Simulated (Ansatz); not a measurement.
Level of theory: DFT PBEsol, scalar-relativistic, plane waves, PAW in Ansatz 0.2.0.

Structure of AlNi:

```
Al Ni
1.0
     2.02133   -2.02135    0.00000
     2.02133    2.02135    0.00000
     0.00000    0.00000    2.86941
Al Ni
1 1
Direct
  0.00000 0.00000 0.00000
  0.50000 0.50000 0.50000
```

Plane waves to 420 eV, a k mesh through Γ of 16×16×14 on the computed 2-atom cell and Gaussian smearing (0.10 eV); no spin polarisation.

Levels along Γ–X–M–Γ–Z–R–A–Z | X–R | M–A, in eV from the Fermi level, sorted by energy at each point. Points in fractions of the primitive reciprocal vectors: Γ (0.000 0.000 0.000), X (0.000 0.500 0.000), M (0.500 0.500 0.000), Z (0.000 0.000 0.500), R (0.000 0.500 0.500), A (0.500 0.500 0.500).
```
point k (1/Å, with 2π) band 7  band 8  band 9  band 10  band 11  band 12  band 13
    Γ             0.000   -3.33   -1.56   -1.56    -1.55     5.47     5.61     5.61
    -             0.157   -3.31   -1.61   -1.60    -1.56     4.62     5.60     5.74
    -             0.314   -3.24   -1.72   -1.71    -1.55     3.00     5.97     6.10
    -             0.471   -3.14   -1.88   -1.87    -1.53     1.50     6.55     6.68
    -             0.628   -3.03   -2.04   -2.03    -1.51     0.37     7.30     7.43
    -             0.785   -2.93   -2.18   -2.16    -1.49    -0.28     8.20     8.25
    -             0.942   -2.86   -2.27   -2.25    -1.47    -0.56     8.27     9.21
    X             1.099   -2.83   -2.31   -2.28    -1.47    -0.63     8.28     9.97
    -             1.256   -2.81   -2.31   -2.30    -1.51    -0.63     7.81     9.23
    -             1.413   -2.75   -2.38   -2.27    -1.60    -0.64     6.74     7.54
    -             1.570   -2.67   -2.48   -2.24    -1.74    -0.65     5.51     5.76
    -             1.727   -2.61   -2.60   -2.20    -1.89    -0.70     4.12     4.38
    -             1.884   -2.76   -2.58   -2.16    -2.01    -0.79     2.75     3.46
    -             2.041   -2.88   -2.71   -2.14    -2.10    -0.93     1.83     2.85
    M             2.198   -2.93   -2.93   -2.13    -2.13    -1.01     1.51     2.64
    -             2.420   -2.98   -2.56   -2.12    -2.10    -0.81     1.92     3.22
    -             2.642   -3.09   -2.41   -2.07    -2.02    -0.27     2.21     5.24
    -             2.864   -3.19   -2.38   -1.99    -1.91     0.56     2.50     7.84
    -             3.086   -3.26   -2.22   -1.87    -1.78     1.66     3.00     7.58
    -             3.308   -3.24   -1.90   -1.73    -1.67     3.01     3.84     6.45
    -             3.530   -3.30   -1.64   -1.61    -1.59     4.54     4.94     5.73
    Γ             3.752   -3.33   -1.56   -1.56    -1.55     5.47     5.61     5.61
    -             3.909   -3.31   -1.60   -1.60    -1.55     4.51     5.74     5.74
    -             4.065   -3.24   -1.72   -1.72    -1.54     2.91     6.10     6.10
    -             4.221   -3.15   -1.87   -1.87    -1.52     1.43     6.67     6.67
    -             4.378   -3.04   -2.03   -2.03    -1.50     0.32     7.42     7.42
    -             4.534   -2.94   -2.16   -2.16    -1.48    -0.32     8.26     8.31
    -             4.691   -2.87   -2.25   -2.25    -1.47    -0.59     8.27     9.31
    Z             4.847   -2.84   -2.28   -2.28    -1.46    -0.65     8.28    10.08
    -             5.004   -2.82   -2.31   -2.27    -1.50    -0.66     7.79     9.22
    -             5.161   -2.76   -2.38   -2.25    -1.60    -0.66     6.71     7.53
    -             5.318   -2.68   -2.49   -2.22    -1.73    -0.68     5.48     5.74
    -             5.475   -2.63   -2.61   -2.18    -1.88    -0.72     4.10     4.34
    -             5.632   -2.78   -2.60   -2.14    -2.00    -0.80     2.73     3.42
    -             5.789   -2.91   -2.72   -2.12    -2.08    -0.94     1.80     2.82
    R             5.946   -2.96   -2.95   -2.11    -2.11    -1.02     1.48     2.61
    -             6.103   -3.13   -3.12   -1.87    -1.86    -1.01     1.49     2.63
    -             6.260   -3.42   -3.11   -1.36    -1.35    -1.01     1.52     2.68
    -             6.417   -3.69   -2.68   -1.00    -0.73    -0.72     1.58     2.79
    -             6.574   -3.91   -2.14   -1.00    -0.01     0.00     1.66     2.96
    -             6.731   -4.07   -1.58   -0.99     0.78     0.79     1.77     3.21
    -             6.888   -4.16   -1.15   -0.99     1.54     1.55     1.88     3.57
    A             7.045   -4.19   -0.99   -0.98     1.94     1.94     1.94     3.89
    -             7.267   -4.11   -1.21   -1.09     0.93     1.19     2.36     3.81
    -             7.489   -3.86   -1.66   -1.59    -0.17     0.02     3.35     4.45
    -             7.711   -3.50   -2.13   -2.10    -0.92    -0.51     4.67     5.14
    -             7.933   -3.07   -2.43   -2.04    -1.57    -0.61     5.69     6.19
    -             8.155   -2.67   -2.67   -1.98    -1.75    -0.65     6.49     7.81
    -             8.377   -2.80   -2.39   -2.21    -1.54    -0.66     7.54     9.32
    Z             8.599   -2.84   -2.28   -2.28    -1.46    -0.65     8.28    10.08
    X             8.599   -2.83   -2.31   -2.28    -1.47    -0.63     8.28     9.97
    -             8.756   -2.81   -2.33   -2.28    -1.50    -0.63     7.78     9.12
    -             8.912   -2.75   -2.40   -2.25    -1.60    -0.64     6.68     7.45
    -             9.069   -2.68   -2.50   -2.22    -1.74    -0.66     5.46     5.68
    -             9.225   -2.63   -2.61   -2.18    -1.88    -0.70     4.05     4.33
    -             9.381   -2.77   -2.60   -2.15    -2.00    -0.79     2.70     3.42
    -             9.538   -2.89   -2.73   -2.12    -2.08    -0.93     1.79     2.82
    R             9.694   -2.96   -2.95   -2.11    -2.11    -1.02     1.48     2.61
    M             9.694   -2.93   -2.93   -2.13    -2.13    -1.01     1.51     2.64
    -             9.851   -3.11   -3.11   -1.87    -1.87    -1.01     1.52     2.66
    -            10.007   -3.41   -3.10   -1.36    -1.36    -1.00     1.55     2.72
    -            10.163   -3.69   -2.67   -1.00    -0.72    -0.72     1.61     2.82
    -            10.320   -3.90   -2.14   -0.99     0.00     0.00     1.68     2.98
    -            10.476   -4.06   -1.59   -0.98     0.79     0.79     1.78     3.23
    -            10.633   -4.16   -1.15   -0.98     1.55     1.55     1.88     3.59
    A            10.789   -4.19   -0.99   -0.98     1.94     1.94     1.94     3.89
```

A ferromagnetic start lost its moments in a first run, so spin was left out; other magnetic orders weren't tried.